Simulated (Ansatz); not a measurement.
```
CELL_PARAMETERS angstrom
      4.18367     0.00000     0.00000
      2.09184     3.62317     0.00000
      2.09184    -1.20772     3.55725
ATOMIC_POSITIONS crystal
  Te 0.49518 0.75241 0.25723
  Zn 0.00482 0.99759 0.99277
```

No spin polarisation.

Level of theory: PBEsol (Ansatz, an electronic-structure program), spin-orbit coupling left out, earlier PAW set. k-mesh 9×9×9 (Γ-centred); smearing 0.05 eV (Fermi–Dirac).

Problem. Predict the pressure, gap character and valence-band top at Γ.

Solution. 
- Pressure (mean of the normal stresses, compression positive) = 1.85 GPa
- Gap character = direct at Γ
- Valence-band top at Γ (three highest levels, from the VBM) = 0.00, 0.00, -0.32 eV

Spin-orbit coupling, missing from the scalar runs, can matter with Te. The cells carry an imposed strain or load. Whether these cells are dynamically stable was not tested. The cell was made from ZnTe in the zinc blende structure (space group F-43m, No. 216) by this change: biaxial strain −2.46 %, plane normal [111], relaxed out of plane.
